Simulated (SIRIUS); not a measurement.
# Hf (Pm-3m) in SIRIUS: notebook, part 2 of 3

SIRIUS 7.12.0. Earlier steps stand in the parts before.

**4. Equation of state, RPBE, 24.24 Å³/atom (volume scaled by 0.98)**

sirius.json

```json
{
  "control": {
    "processing_unit": "cpu",
    "std_evp_solver_name": "lapack",
    "gen_evp_solver_name": "lapack",
    "verbosity": 2,
    "print_forces": false,
    "ortho_rf": true,
    "use_second_variation": true,
    "rmt_max": 3.0,
    "num_bands_to_print": 21,
    "save_wf": true
  },
  "parameters": {
    "electronic_structure_method": "full_potential_lapwlo",
    "xc_functionals": ["XC_GGA_X_RPBE", "XC_GGA_C_PBE"],
    "core_relativity": "dirac",
    "valence_relativity": "iora",
    "num_fv_states": 21,
    "smearing": "fermi_dirac",
    "smearing_width": 0.0018374661,
    "pw_cutoff": 20,
    "gk_cutoff": 3.47,
    "lmax_apw": 11,
    "lmax_rho": 8,
    "lmax_pot": 8,
    "num_mag_dims": 0,
    "auto_rmt": 0,
    "ngridk": [9, 9, 9],
    "shiftk": [0, 0, 0],
    "num_dft_iter": 80,
    "energy_tol": 1e-07,
    "density_tol": 1e-05,
    "use_symmetry": true
  },
  "settings": {"tol_ne": 1e-10},
  "iterative_solver": {"type": "exact"},
  "mixer": {"type": "anderson", "beta": 0.5, "max_history": 8},
  "unit_cell": {
    "lattice_vectors": [[5.4693467127, 0.0, 0.0], [0.0, 5.4693467127, 0.0], [0.0, 0.0, 5.4693467127]],
    "atom_types": ["Hf"],
    "atom_files": {"Hf": "Hf.json"},
    "atoms": {"Hf": [[0.5, 0.5, 0.5]]}
  }
}
```

Hf.json

```json
{
  "name": "hafnium",
  "symbol": "Hf",
  "number": 72,
  "mass": 178.49,
  "rmin": 1e-06,
  "rmt": 2.65,
  "nrmt": 800,
  "rinf": 17.22,
  "core": "1s2s2p3s3p3d4s4p4d",
  "valence": [
    {"basis": [{"enu": 0.09, "dme": 0, "n": 0, "auto": 0}, {"enu": 0.09, "dme": 1, "n": 0, "auto": 0}]},
    {"l": 0, "n": 1, "basis": [{"enu": 0.19, "dme": 0, "n": 0, "auto": 0}]},
    {"l": 1, "n": 2, "basis": [{"enu": 0.19, "dme": 0, "n": 0, "auto": 0}]},
    {"l": 2, "n": 3, "basis": [{"enu": 0.19, "dme": 0, "n": 0, "auto": 0}]},
    {"l": 3, "n": 4, "basis": [{"enu": 0.19, "dme": 0, "n": 0, "auto": 0}]},
    {"l": 4, "n": 5, "basis": [{"enu": 0.19, "dme": 0, "n": 0, "auto": 0}]}
  ],
  "lo": [
    {"l": 0, "basis": [{"enu": 0.19, "dme": 0, "n": 0, "auto": 0}, {"enu": 0.19, "dme": 1, "n": 0, "auto": 0}]},
    {
      "l": 0,
      "basis": [{"enu": -2.1607, "dme": 0, "n": 5, "auto": 1}, {"enu": -2.1607, "dme": 1, "n": 5, "auto": 1}]
    },
    {
      "l": 0,
      "basis": [{"enu": -2.1607, "dme": 1, "n": 5, "auto": 1}, {"enu": 0.19, "dme": 0, "n": 0, "auto": 0}]
    },
    {"l": 0, "basis": [{"enu": 0.19, "dme": 0, "n": 0, "auto": 0}, {"enu": 2.4684, "dme": 0, "n": 0, "auto": 0}]},
    {"l": 1, "basis": [{"enu": 0.19, "dme": 0, "n": 0, "auto": 0}, {"enu": 0.19, "dme": 1, "n": 0, "auto": 0}]},
    {
      "l": 1,
      "basis": [{"enu": -1.013, "dme": 0, "n": 5, "auto": 1}, {"enu": -1.013, "dme": 1, "n": 5, "auto": 1}]
    },
    {"l": 1, "basis": [{"enu": -1.013, "dme": 1, "n": 5, "auto": 1}, {"enu": 0.19, "dme": 0, "n": 0, "auto": 0}]},
    {"l": 1, "basis": [{"enu": 0.19, "dme": 0, "n": 0, "auto": 0}, {"enu": 2.8101, "dme": 0, "n": 0, "auto": 0}]},
    {"l": 2, "basis": [{"enu": 0.19, "dme": 0, "n": 0, "auto": 0}, {"enu": 0.19, "dme": 1, "n": 0, "auto": 0}]},
    {"l": 2, "basis": [{"enu": 0.19, "dme": 1, "n": 0, "auto": 0}, {"enu": 0.19, "dme": 2, "n": 0, "auto": 0}]},
    {"l": 2, "basis": [{"enu": 0.19, "dme": 0, "n": 0, "auto": 0}, {"enu": 2.4114, "dme": 0, "n": 0, "auto": 0}]},
    {"l": 3, "basis": [{"enu": 0.19, "dme": 0, "n": 0, "auto": 0}, {"enu": 0.19, "dme": 1, "n": 0, "auto": 0}]},
    {
      "l": 3,
      "basis": [{"enu": -0.3373, "dme": 0, "n": 4, "auto": 1}, {"enu": -0.3373, "dme": 1, "n": 4, "auto": 1}]
    },
    {
      "l": 3,
      "basis": [{"enu": -0.3373, "dme": 1, "n": 4, "auto": 1}, {"enu": 0.19, "dme": 0, "n": 0, "auto": 0}]
    },
    {"l": 3, "basis": [{"enu": 0.19, "dme": 0, "n": 0, "auto": 0}, {"enu": 3.4937, "dme": 0, "n": 0, "auto": 0}]},
    {"l": 4, "basis": [{"enu": 0.19, "dme": 0, "n": 0, "auto": 0}, {"enu": 0.19, "dme": 1, "n": 0, "auto": 0}]},
    {"l": 4, "basis": [{"enu": 0.19, "dme": 0, "n": 0, "auto": 0}, {"enu": 2.9241, "dme": 0, "n": 0, "auto": 0}]}
  ],
  "free_atom": [... radial grid and density of the free atom, the start of the SCF ...]
}
```

sirius_start.json

```json
{
  "control": {
    "processing_unit": "cpu",
    "std_evp_solver_name": "lapack",
    "gen_evp_solver_name": "lapack",
    "verbosity": 1,
    "print_forces": false,
    "ortho_rf": true,
    "use_second_variation": true,
    "rmt_max": 3.0,
    "num_bands_to_print": 21,
    "save_wf": false
  },
  "parameters": {
    "electronic_structure_method": "full_potential_lapwlo",
    "xc_functionals": ["XC_LDA_X", "XC_LDA_C_PW"],
    "core_relativity": "dirac",
    "valence_relativity": "iora",
    "num_fv_states": 21,
    "smearing": "fermi_dirac",
    "smearing_width": 0.0055123983,
    "pw_cutoff": 20,
    "gk_cutoff": 2.78,
    "lmax_apw": 11,
    "lmax_rho": 8,
    "lmax_pot": 8,
    "num_mag_dims": 0,
    "auto_rmt": 0,
    "ngridk": [4, 4, 4],
    "shiftk": [0, 0, 0],
    "num_dft_iter": 30,
    "energy_tol": 0.01,
    "density_tol": 0.05,
    "use_symmetry": true
  },
  "settings": {"tol_ne": 1e-10},
  "iterative_solver": {"type": "exact"},
  "mixer": {"type": "anderson", "beta": 0.5, "max_history": 8},
  "unit_cell": {
    "lattice_vectors": [[5.4693467127, 0.0, 0.0], [0.0, 5.4693467127, 0.0], [0.0, 0.0, 5.4693467127]],
    "atom_types": ["Hf"],
    "atom_files": {"Hf": "Hf.json"},
    "atoms": {"Hf": [[0.5, 0.5, 0.5]]}
  }
}
```

The run is started by

```bash
$ OMP_NUM_THREADS=1 sirius.scf --input=sirius_start.json --output=start.json
$ OMP_NUM_THREADS=1 sirius.scf --input=sirius.json --output=output.json --task=1
```

It took 39 s on 1 thread of Arm Neoverse V2, shared host; peak memory 0.34 GiB.

Results (log left out):

```yaml
Free_energy: -410844.3965 eV
Band_gap_on_the_k_mesh: none (metal or under the smearing width)
All_electrons_inside_the_program's_atomic_spheres: Hf 70.16 (radii Hf 2.65 bohr)
```

**5. Equation of state, RPBE, 24.74 Å³/atom**

Edit sirius.json of step 4 so:

```diff
@@ -39,3 +39,3 @@
   "unit_cell": {
-    "lattice_vectors": [[5.4693467127, 0.0, 0.0], [0.0, 5.4693467127, 0.0], [0.0, 0.0, 5.4693467127]],
+    "lattice_vectors": [[5.5063028792, 0.0, 0.0], [0.0, 5.5063028792, 0.0], [0.0, 0.0, 5.5063028792]],
     "atom_types": ["Hf"],
```

Hf.json

```json
{
  "name": "hafnium",
  "symbol": "Hf",
  "number": 72,
  "mass": 178.49,
  "rmin": 1e-06,
  "rmt": 2.65,
  "nrmt": 800,
  "rinf": 17.22,
  "core": "1s2s2p3s3p3d4s4p4d",
  "valence": [
    {"basis": [{"enu": 0.08, "dme": 0, "n": 0, "auto": 0}, {"enu": 0.08, "dme": 1, "n": 0, "auto": 0}]},
    {"l": 0, "n": 1, "basis": [{"enu": 0.18, "dme": 0, "n": 0, "auto": 0}]},
    {"l": 1, "n": 2, "basis": [{"enu": 0.18, "dme": 0, "n": 0, "auto": 0}]},
    {"l": 2, "n": 3, "basis": [{"enu": 0.18, "dme": 0, "n": 0, "auto": 0}]},
    {"l": 3, "n": 4, "basis": [{"enu": 0.18, "dme": 0, "n": 0, "auto": 0}]},
    {"l": 4, "n": 5, "basis": [{"enu": 0.18, "dme": 0, "n": 0, "auto": 0}]}
  ],
  "lo": [
    {"l": 0, "basis": [{"enu": 0.18, "dme": 0, "n": 0, "auto": 0}, {"enu": 0.18, "dme": 1, "n": 0, "auto": 0}]},
    {
      "l": 0,
      "basis": [{"enu": -2.1707, "dme": 0, "n": 5, "auto": 1}, {"enu": -2.1707, "dme": 1, "n": 5, "auto": 1}]
    },
    {
      "l": 0,
      "basis": [{"enu": -2.1707, "dme": 1, "n": 5, "auto": 1}, {"enu": 0.18, "dme": 0, "n": 0, "auto": 0}]
    },
    {"l": 0, "basis": [{"enu": 0.18, "dme": 0, "n": 0, "auto": 0}, {"enu": 2.4584, "dme": 0, "n": 0, "auto": 0}]},
    {"l": 1, "basis": [{"enu": 0.18, "dme": 0, "n": 0, "auto": 0}, {"enu": 0.18, "dme": 1, "n": 0, "auto": 0}]},
    {
      "l": 1,
      "basis": [{"enu": -1.023, "dme": 0, "n": 5, "auto": 1}, {"enu": -1.023, "dme": 1, "n": 5, "auto": 1}]
    },
    {"l": 1, "basis": [{"enu": -1.023, "dme": 1, "n": 5, "auto": 1}, {"enu": 0.18, "dme": 0, "n": 0, "auto": 0}]},
    {"l": 1, "basis": [{"enu": 0.18, "dme": 0, "n": 0, "auto": 0}, {"enu": 2.8001, "dme": 0, "n": 0, "auto": 0}]},
    {"l": 2, "basis": [{"enu": 0.18, "dme": 0, "n": 0, "auto": 0}, {"enu": 0.18, "dme": 1, "n": 0, "auto": 0}]},
    {"l": 2, "basis": [{"enu": 0.18, "dme": 1, "n": 0, "auto": 0}, {"enu": 0.18, "dme": 2, "n": 0, "auto": 0}]},
    {"l": 2, "basis": [{"enu": 0.18, "dme": 0, "n": 0, "auto": 0}, {"enu": 2.4014, "dme": 0, "n": 0, "auto": 0}]},
    {"l": 3, "basis": [{"enu": 0.18, "dme": 0, "n": 0, "auto": 0}, {"enu": 0.18, "dme": 1, "n": 0, "auto": 0}]},
    {
      "l": 3,
      "basis": [{"enu": -0.3473, "dme": 0, "n": 4, "auto": 1}, {"enu": -0.3473, "dme": 1, "n": 4, "auto": 1}]
    },
    {
      "l": 3,
      "basis": [{"enu": -0.3473, "dme": 1, "n": 4, "auto": 1}, {"enu": 0.18, "dme": 0, "n": 0, "auto": 0}]
    },
    {"l": 3, "basis": [{"enu": 0.18, "dme": 0, "n": 0, "auto": 0}, {"enu": 3.4837, "dme": 0, "n": 0, "auto": 0}]},
    {"l": 4, "basis": [{"enu": 0.18, "dme": 0, "n": 0, "auto": 0}, {"enu": 0.18, "dme": 1, "n": 0, "auto": 0}]},
    {"l": 4, "basis": [{"enu": 0.18, "dme": 0, "n": 0, "auto": 0}, {"enu": 2.9141, "dme": 0, "n": 0, "auto": 0}]}
  ],
  "free_atom": [... radial grid and density of the free atom, the start of the SCF ...]
}
```

Edit sirius_start.json of step 4 so:

```diff
@@ -39,3 +39,3 @@
   "unit_cell": {
-    "lattice_vectors": [[5.4693467127, 0.0, 0.0], [0.0, 5.4693467127, 0.0], [0.0, 0.0, 5.4693467127]],
+    "lattice_vectors": [[5.5063028792, 0.0, 0.0], [0.0, 5.5063028792, 0.0], [0.0, 0.0, 5.5063028792]],
     "atom_types": ["Hf"],
```

The run is started by

```bash
$ OMP_NUM_THREADS=1 sirius.scf --input=sirius_start.json --output=start.json
$ OMP_NUM_THREADS=1 sirius.scf --input=sirius.json --output=output.json --task=1
```

Run time: 36 s. Hardware: 1 thread of Arm Neoverse V2, shared host; peak memory 0.34 GiB.

The run converged. Its results:

| Item | Value |
| --- | --- |
| Free energy | -410844.4064 eV |
| Band gap on the k mesh | none (metal or under the smearing width) |
| All electrons inside the program's atomic spheres | Hf 70.12 (radii Hf 2.65 bohr) |

**6. Equation of state, RPBE, 25.23 Å³/atom (volume scaled by 1.02)**

Edit sirius.json of step 5 so:

```diff
@@ -39,3 +39,3 @@
   "unit_cell": {
-    "lattice_vectors": [[5.5063028792, 0.0, 0.0], [0.0, 5.5063028792, 0.0], [0.0, 0.0, 5.5063028792]],
+    "lattice_vectors": [[5.5427695238, 0.0, 0.0], [0.0, 5.5427695238, 0.0], [0.0, 0.0, 5.5427695238]],
     "atom_types": ["Hf"],
```

Hf.json

```json
{
  "name": "hafnium",
  "symbol": "Hf",
  "number": 72,
  "mass": 178.49,
  "rmin": 1e-06,
  "rmt": 2.65,
  "nrmt": 800,
  "rinf": 17.22,
  "core": "1s2s2p3s3p3d4s4p4d",
  "valence": [
    {"basis": [{"enu": 0.07, "dme": 0, "n": 0, "auto": 0}, {"enu": 0.07, "dme": 1, "n": 0, "auto": 0}]},
    {"l": 0, "n": 1, "basis": [{"enu": 0.17, "dme": 0, "n": 0, "auto": 0}]},
    {"l": 1, "n": 2, "basis": [{"enu": 0.17, "dme": 0, "n": 0, "auto": 0}]},
    {"l": 2, "n": 3, "basis": [{"enu": 0.17, "dme": 0, "n": 0, "auto": 0}]},
    {"l": 3, "n": 4, "basis": [{"enu": 0.17, "dme": 0, "n": 0, "auto": 0}]},
    {"l": 4, "n": 5, "basis": [{"enu": 0.17, "dme": 0, "n": 0, "auto": 0}]}
  ],
  "lo": [
    {"l": 0, "basis": [{"enu": 0.17, "dme": 0, "n": 0, "auto": 0}, {"enu": 0.17, "dme": 1, "n": 0, "auto": 0}]},
    {
      "l": 0,
      "basis": [{"enu": -2.1807, "dme": 0, "n": 5, "auto": 1}, {"enu": -2.1807, "dme": 1, "n": 5, "auto": 1}]
    },
    {
      "l": 0,
      "basis": [{"enu": -2.1807, "dme": 1, "n": 5, "auto": 1}, {"enu": 0.17, "dme": 0, "n": 0, "auto": 0}]
    },
    {"l": 0, "basis": [{"enu": 0.17, "dme": 0, "n": 0, "auto": 0}, {"enu": 2.4484, "dme": 0, "n": 0, "auto": 0}]},
    {"l": 1, "basis": [{"enu": 0.17, "dme": 0, "n": 0, "auto": 0}, {"enu": 0.17, "dme": 1, "n": 0, "auto": 0}]},
    {
      "l": 1,
      "basis": [{"enu": -1.033, "dme": 0, "n": 5, "auto": 1}, {"enu": -1.033, "dme": 1, "n": 5, "auto": 1}]
    },
    {"l": 1, "basis": [{"enu": -1.033, "dme": 1, "n": 5, "auto": 1}, {"enu": 0.17, "dme": 0, "n": 0, "auto": 0}]},
    {"l": 1, "basis": [{"enu": 0.17, "dme": 0, "n": 0, "auto": 0}, {"enu": 2.7901, "dme": 0, "n": 0, "auto": 0}]},
    {"l": 2, "basis": [{"enu": 0.17, "dme": 0, "n": 0, "auto": 0}, {"enu": 0.17, "dme": 1, "n": 0, "auto": 0}]},
    {"l": 2, "basis": [{"enu": 0.17, "dme": 1, "n": 0, "auto": 0}, {"enu": 0.17, "dme": 2, "n": 0, "auto": 0}]},
    {"l": 2, "basis": [{"enu": 0.17, "dme": 0, "n": 0, "auto": 0}, {"enu": 2.3914, "dme": 0, "n": 0, "auto": 0}]},
    {"l": 3, "basis": [{"enu": 0.17, "dme": 0, "n": 0, "auto": 0}, {"enu": 0.17, "dme": 1, "n": 0, "auto": 0}]},
    {
      "l": 3,
      "basis": [{"enu": -0.3573, "dme": 0, "n": 4, "auto": 1}, {"enu": -0.3573, "dme": 1, "n": 4, "auto": 1}]
    },
    {
      "l": 3,
      "basis": [{"enu": -0.3573, "dme": 1, "n": 4, "auto": 1}, {"enu": 0.17, "dme": 0, "n": 0, "auto": 0}]
    },
    {"l": 3, "basis": [{"enu": 0.17, "dme": 0, "n": 0, "auto": 0}, {"enu": 3.4737, "dme": 0, "n": 0, "auto": 0}]},
    {"l": 4, "basis": [{"enu": 0.17, "dme": 0, "n": 0, "auto": 0}, {"enu": 0.17, "dme": 1, "n": 0, "auto": 0}]},
    {"l": 4, "basis": [{"enu": 0.17, "dme": 0, "n": 0, "auto": 0}, {"enu": 2.9041, "dme": 0, "n": 0, "auto": 0}]}
  ],
  "free_atom": [... radial grid and density of the free atom, the start of the SCF ...]
}
```

Edit sirius_start.json of step 5 so:

```diff
@@ -39,3 +39,3 @@
   "unit_cell": {
-    "lattice_vectors": [[5.5063028792, 0.0, 0.0], [0.0, 5.5063028792, 0.0], [0.0, 0.0, 5.5063028792]],
+    "lattice_vectors": [[5.5427695238, 0.0, 0.0], [0.0, 5.5427695238, 0.0], [0.0, 0.0, 5.5427695238]],
     "atom_types": ["Hf"],
```

Potentials or basis: all-electron FP-LAPW, apw+lo standard.

The run is started by

```bash
$ OMP_NUM_THREADS=1 sirius.scf --input=sirius_start.json --output=start.json
$ OMP_NUM_THREADS=1 sirius.scf --input=sirius.json --output=output.json --task=1
```

It took 36 s on 1 thread of Arm Neoverse V2, shared host; peak memory 0.34 GiB.

Results (log left out):

```
Free energy                                       : -410844.4113 eV
Band gap on the k mesh                            : none (metal or under the smearing width)
All electrons inside the program's atomic spheres : Hf 70.09 (radii Hf 2.65 bohr)
```

**7. Equation of state, RPBE, 25.73 Å³/atom (volume scaled by 1.04)**

Edit sirius.json of step 6 so:

```diff
@@ -39,3 +39,3 @@
   "unit_cell": {
-    "lattice_vectors": [[5.5427695238, 0.0, 0.0], [0.0, 5.5427695238, 0.0], [0.0, 0.0, 5.5427695238]],
+    "lattice_vectors": [[5.5787625423, 0.0, 0.0], [0.0, 5.5787625423, 0.0], [0.0, 0.0, 5.5787625423]],
     "atom_types": ["Hf"],
```

Hf.json is that of step 6.

Edit sirius_start.json of step 6 so:

```diff
@@ -39,3 +39,3 @@
   "unit_cell": {
-    "lattice_vectors": [[5.5427695238, 0.0, 0.0], [0.0, 5.5427695238, 0.0], [0.0, 0.0, 5.5427695238]],
+    "lattice_vectors": [[5.5787625423, 0.0, 0.0], [0.0, 5.5787625423, 0.0], [0.0, 0.0, 5.5787625423]],
     "atom_types": ["Hf"],
```

The run is started by

```bash
$ OMP_NUM_THREADS=1 sirius.scf --input=sirius_start.json --output=start.json
$ OMP_NUM_THREADS=1 sirius.scf --input=sirius.json --output=output.json --task=1
```

Run time: 37 s. Hardware: 1 thread of Arm Neoverse V2, shared host; peak memory 0.34 GiB.

Results (log left out):

- Free energy: -410844.4113 eV
- Band gap on the k mesh: none (metal or under the smearing width)
- All electrons inside the program's atomic spheres: Hf 70.06 (radii Hf 2.65 bohr)

[end of part 2 of 3]
